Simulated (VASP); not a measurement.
Here is the system:

```
CELL_PARAMETERS angstrom
      1.80702    -3.12985     0.00000
      1.80702     3.12985     0.00000
      0.00000     0.00000     3.85485
ATOMIC_POSITIONS crystal
  Li 0.33333 0.66667 0.00000
  Li 0.66667 0.33333 0.00000
  Li 0.00000 0.00000 0.50000
  N  0.00000 0.00000 0.00000
```

All values below come from r2SCAN meta-GGA, VASP's PBE PAW potentials (set 64) (plane waves; VASP). Numerical set-up: 520 eV cut-off, 8×8×7 Γ-centred mesh, tetrahedra with Blöchl corrections, potentials Li_sv N.

Question: Tabulate the total density of states (states/eV per cell) against energy (eV; zero at the valence-band maximum or, without a gap, the Fermi level).

Answer: 
```json
[
 {"E (eV)": "-9.92", "DOS (states/eV)": "0.00"},
 {"E (eV)": "-9.68", "DOS (states/eV)": "0.00"},
 {"E (eV)": "-9.44", "DOS (states/eV)": "0.00"},
 {"E (eV)": "-9.20", "DOS (states/eV)": "0.00"},
 {"E (eV)": "-8.96", "DOS (states/eV)": "0.00"},
 {"E (eV)": "-8.60", "DOS (states/eV)": "0.00"},
 {"E (eV)": "-8.36", "DOS (states/eV)": "0.00"},
 {"E (eV)": "-8.12", "DOS (states/eV)": "0.00"},
 {"E (eV)": "-7.88", "DOS (states/eV)": "0.00"},
 {"E (eV)": "-7.64", "DOS (states/eV)": "0.00"},
 {"E (eV)": "-7.40", "DOS (states/eV)": "0.00"},
 {"E (eV)": "-7.16", "DOS (states/eV)": "0.00"},
 {"E (eV)": "-6.92", "DOS (states/eV)": "0.00"},
 {"E (eV)": "-6.68", "DOS (states/eV)": "0.00"},
 {"E (eV)": "-6.44", "DOS (states/eV)": "0.00"},
 {"E (eV)": "-6.08", "DOS (states/eV)": "0.00"},
 {"E (eV)": "-5.84", "DOS (states/eV)": "0.00"},
 {"E (eV)": "-5.60", "DOS (states/eV)": "0.00"},
 {"E (eV)": "-5.36", "DOS (states/eV)": "0.00"},
 {"E (eV)": "-5.12", "DOS (states/eV)": "0.00"},
 {"E (eV)": "-4.88", "DOS (states/eV)": "0.00"},
 {"E (eV)": "-4.64", "DOS (states/eV)": "0.00"},
 {"E (eV)": "-4.40", "DOS (states/eV)": "0.00"},
 {"E (eV)": "-4.16", "DOS (states/eV)": "0.00"},
 {"E (eV)": "-3.92", "DOS (states/eV)": "0.00"},
 {"E (eV)": "-3.56", "DOS (states/eV)": "0.00"},
 {"E (eV)": "-3.32", "DOS (states/eV)": "0.00"},
 {"E (eV)": "-3.08", "DOS (states/eV)": "0.00"},
 {"E (eV)": "-2.84", "DOS (states/eV)": "0.00"},
 {"E (eV)": "-2.60", "DOS (states/eV)": "0.06"},
 {"E (eV)": "-2.36", "DOS (states/eV)": "0.26"},
 {"E (eV)": "-2.12", "DOS (states/eV)": "1.56"},
 {"E (eV)": "-1.88", "DOS (states/eV)": "2.59"},
 {"E (eV)": "-1.64", "DOS (states/eV)": "2.80"},
 {"E (eV)": "-1.40", "DOS (states/eV)": "2.57"},
 {"E (eV)": "-1.04", "DOS (states/eV)": "4.81"},
 {"E (eV)": "-0.80", "DOS (states/eV)": "5.69"},
 {"E (eV)": "-0.56", "DOS (states/eV)": "2.79"},
 {"E (eV)": "-0.32", "DOS (states/eV)": "1.14"},
 {"E (eV)": "-0.08", "DOS (states/eV)": "0.23"},
 {"E (eV)": "0.16", "DOS (states/eV)": "0.00"},
 {"E (eV)": "0.40", "DOS (states/eV)": "0.00"},
 {"E (eV)": "0.64", "DOS (states/eV)": "0.00"},
 {"E (eV)": "0.88", "DOS (states/eV)": "0.00"},
 {"E (eV)": "1.12", "DOS (states/eV)": "0.00"},
 {"E (eV)": "1.48", "DOS (states/eV)": "0.00"},
 {"E (eV)": "1.72", "DOS (states/eV)": "0.03"},
 {"E (eV)": "1.96", "DOS (states/eV)": "0.20"},
 {"E (eV)": "2.20", "DOS (states/eV)": "0.41"},
 {"E (eV)": "2.44", "DOS (states/eV)": "0.72"},
 {"E (eV)": "2.68", "DOS (states/eV)": "0.75"},
 {"E (eV)": "2.92", "DOS (states/eV)": "0.94"},
 {"E (eV)": "3.16", "DOS (states/eV)": "1.40"},
 {"E (eV)": "3.40", "DOS (states/eV)": "1.26"},
 {"E (eV)": "3.64", "DOS (states/eV)": "0.77"},
 {"E (eV)": "4.00", "DOS (states/eV)": "0.60"},
 {"E (eV)": "4.24", "DOS (states/eV)": "0.51"},
 {"E (eV)": "4.48", "DOS (states/eV)": "0.42"},
 {"E (eV)": "4.72", "DOS (states/eV)": "0.37"},
 {"E (eV)": "4.96", "DOS (states/eV)": "0.31"}
]
```
Within 2 eV below the valence-band maximum the largest weight inside VASP's projection spheres is N p.

The compound is Li3N in the alpha structure. It was relaxed first.
